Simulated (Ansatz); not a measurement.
# V: equation of state with PBE

V:

```
CELL_PARAMETERS angstrom
-1.37772 1.64119 1.64793
1.50498 -1.49126 1.62526
1.27255 1.38609 -1.49800
ATOMIC_POSITIONS crystal
V 0.00000 0.00000 0.00000
```

```json
{
 "Program": "Ansatz 0.2.0",
 "Task": "equation of state",
 "Functional": "PBE",
 "Potentials or basis": "all-electron LAPW, scalar-relativistic",
 "Basis error allowed": "0.0005 eV/atom",
 "k mesh": "11 × 12 × 13",
 "Occupations": "fermi-dirac, width 0.05 eV",
 "Spin": "collinear spin, ferromagnetic start",
 "Starting moments": "[2.0] μB"
}
```

```
Equilibrium volume                        : 13.58 Å³/atom
Bulk modulus at fixed shape and positions : 178 GPa
Pressure derivative of the bulk modulus   : 3.9
```

Energy against volume, from the lowest point:
```
volume (Å³/atom)  energy (meV/atom)
          12.864              22.57
          13.138               8.08
          13.412               0.79
          13.685               0.00
          13.959               5.13
          14.233              15.62
          14.506              30.94
```

All runs of the series together: 8.1 min on 2 threads of Arm Neoverse V2, with other jobs on the host.

Caveat: the cell was scaled at fixed shape and fractional positions, which overstates the stiffness of a crystal with free parameters, most of all of layers and chains; the starting moments weren't kept.
